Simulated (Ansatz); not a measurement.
The cell was built from the WC type and relaxed in the same program; it needn't be a known or the stable phase. The listed cell was then made from it by scaling, straining or moving an atom.

An input for TiC: DFT, PBE, all-electron LAPW, scalar-relativistic (Ansatz 0.2.0).

Command: `ansatz run input.yaml --threads 1 --pin off --max-ram 2048MiB --backend cpu --events-out ev --progress --plain --runs-dir out` The run took 3.8 min on 1 thread of Arm Neoverse V1 (shared host), peak memory 1.4 GiB.

```yaml
crystal:
  lattice:
    - [3.0452841791, 0.0, 0.0]
    - [-1.5226420896, 2.6372934609, 0.0]
    - [0.0, 0.0, 2.6939039114]
  atoms:
    - { symbol: Ti, position: [0.0, 0.0, 0.0] }
    - { symbol: C, position: [0.3497521623, 0.6666666667, 0.5] }
kpoints:
  mp_grid: { grid: [16, 16, 14] }
scf:
  occupations: { method: fermi_dirac, width: 0.08 }
hamiltonian:
  xc: pbe
  pseudopotentials: { kind: all_electron, lapw: { basis_error: 0.0005 } }
output:
  forces: true
  stress: true
  eigenvalues: true
```

The results part of the log:

```
SCF 1 converged in 8 iterations: F = -24270.496790 eV  dr2 = 1.85e-8
SCF converged after 8 iterations
Free energy (F): -24270.496790 eV
Harris-Foulkes:  -24270.496790 eV  (|F-HF|=4.19e-8)
Internal energy: -24270.487593 eV  (E = F + TS)
E sigma→0 (E₀):  -24270.492191 eV
Entropy (-TS):   -0.009196 eV (-4.598 meV/atom)
Fermi energy:    13.989819 eV
--- Per-component energies (eV) ---
  E_band       = -3163.349398
  E_kinetic    = 24491.061868
  E_xc         = -1295.144327
  E_electrostatic = -47466.405134  (all electrons and nuclei)
  E_smearing   = -0.009196  (= −TS)
  E_closure    = 0.000000  (closes the sum)
  E_atoms      = -24254.253874  (free atoms, spherical and without spin; not in F)
  Σ components = -24270.496790   (vs F -24270.496790, Δ=0.00e0)
  Basis errors (estimates in eV, not in F): energy 1.6e-4 per atom: plane waves 1.4e-4 (7.9e-5 summed), levels above the bands 1.5e-29, relativity 9.4e-9, radial functions 2.2e-5, core shells 2.0e-7; eigenvalues (radial functions only) 8.2e-7; not estimated: angular momenta, meshes, grids; target (lapw.basis_error) 5.0e-4; muffin-tin radii C 0.951 Å, Ti 1.229 Å
--- Forces (eV/Å), atoms counted from 1 ---
  atom   1  Ti     0.30087096     0.04451472     0.00000000
  atom   2  C     -0.30087400    -0.04450205     0.00000000
  max |Σ_I F_I| component: 1.27e-5 eV/Å
--- Stress (GPa, compression-positive) ---
       -0.065705       1.378964       0.000000
        1.378964      -0.116662       0.000000
        0.000000       0.000000       0.848575
  P = ⅓ Tr σ = 0.2221 GPa (2.221 kbar)
--- Band table (eV; the first three rows and the last of 1040) ---
  k-point 0: bands = ["-424.0982", "-424.0851", "-423.9794", "-250.4773", "-42.5130", "-18.6920", "-18.6663", "-18.2306", "1.9958", "12.3364", "12.4420", "13.0420", "16.2902", "17.3343", "17.3773", "19.4860"]
  k-point 1: bands = ["-424.0982", "-424.0851", "-423.9794", "-250.4773", "-42.5081", "-18.6882", "-18.6622", "-18.2702", "2.0974", "12.3956", "12.4897", "12.9468", "16.2347", "17.0700", "17.1637", "19.6413"]
  k-point 2: bands = ["-424.0982", "-424.0851", "-423.9794", "-250.4773", "-42.4942", "-18.6775", "-18.6510", "-18.3801", "2.3948", "12.5026", "12.5908", "12.6630", "16.2334", "16.5140", "16.6739", "19.8682"]
  k-point 1039: bands = ["-424.0982", "-424.0851", "-423.9794", "-250.4773", "-42.3634", "-18.9615", "-18.8978", "-18.6652", "5.2889", "9.9192", "11.3302", "11.6753", "15.6058", "17.2865", "18.3457", "19.4949"]
```
